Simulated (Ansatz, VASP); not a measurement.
## One calculation of I, two programs

```
I
1.0
     3.62750   -2.39750    0.00000
     3.62750    2.39750    0.00000
     0.00000    0.00000    9.78000
I
4
Direct
  0.85000 0.15000 0.11700
  0.65000 0.35000 0.61700
  0.15000 0.85000 0.88300
  0.35000 0.65000 0.38300
```

Alike in both runs: task electric field gradients; functional PBE; k mesh 6 × 6 × 3; occupations fermi-dirac, width 0.03 eV; no spin polarisation.

|  | VASP | Ansatz |
| --- | --- | --- |
| version | VASP 6.6.1 | Ansatz 0.2.0 |
| potentials or method | VASP PAW PBE potentials, release 64 (I) | PAW with Ansatz's default frozen-core files, scalar-relativistic |
| plane-wave cutoff (eV) | 520 | 420 |
| valence electrons in the cell | 28 | 68 |

|  | VASP | Ansatz | Ansatz less VASP |
| --- | --- | --- | --- |
| gap on the k mesh at the Fermi level (eV) | 1.27 | 1.26 | -0.008 |
| pressure (GPa) | 1.4 | 1.4 | +0.03 |
| largest component of the traceless stress (GPa) | 0.54 | 0.57 | +0.030 |
| rms of the force components (eV/Å) | 0.358 | 0.368 | +0.0094 |
| Vzz of the field gradient on the site that differs most (V/Å²) | 1176.0 | 1210.1 | +34.04 |

Atom by atom the forces differ by 0.009 eV/Å (rms over components). The functional is the same, so the differences come from potentials, cutoffs and numerics. The two sets of potentials don't hold the same shells in valence. Ansatz warned: «gradients_without_spin_orbit».

Caveats: spin-orbit coupling is left out, which moves the levels of the heavy elements; an odd mesh through Γ misses points on the zone boundary, where band edges often lie. A hybrid or GW would open this gap; PBE tends to underestimate it.
